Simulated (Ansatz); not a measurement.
HfN, DFT, PBE, all-electron PAW with datasets made for the crystal, scalar-relativistic (Ansatz 0.2.0), run on 1 thread of Intel(R) Xeon(R) 6975P-C (Granite Rapids) on a shared host.

The cell comes from COD entry 1539063, which wasn't checked; take it as a given geometry. The listed cell was then made from it by scaling, straining or moving an atom.

Command: `ansatz run input.yaml --threads 1 --pin off --max-ram 3072MiB --backend cpu --events-out ev --progress --plain --runs-dir out`

```yaml
crystal:
  lattice:
    - [0.0, 2.21382, 2.259]
    - [2.21382, 0.0, 2.259]
    - [2.21382, 2.21382, 0.0]
  atoms:
    - { symbol: Hf, position: [0.0, 0.0, 0.0] }
    - { symbol: "N", position: [0.5, 0.5, 0.5] }
kpoints:
  mp_grid: { grid: [10, 10, 10] }
scf:
  occupations: { method: fermi_dirac, width: 0.03 }
hamiltonian:
  xc: pbe
  pseudopotentials: { kind: all_electron, datasets: crystal }
output:
  forces: true
  stress: true
  eigenvalues: true
  efg: { contact_densities: true }
```

Problem. How large is the problem that the program sets up?

Solution. 102 irreducible k-points, 475 plane waves at Γ, 22 bands.

Problem. About how long does it take, and how much memory does it use?

Solution. 14 s of wall time for 10 SCF iterations, with a peak of 0.68 GiB. Times on shared machines scatter by tens of per cent.

Problem. And the same cell and mesh by PAW with the default files, asked for forces, stress, eigenvalues, efg, on the same hardware?

Solution. 3.1 s, peak memory 0.45 GiB.
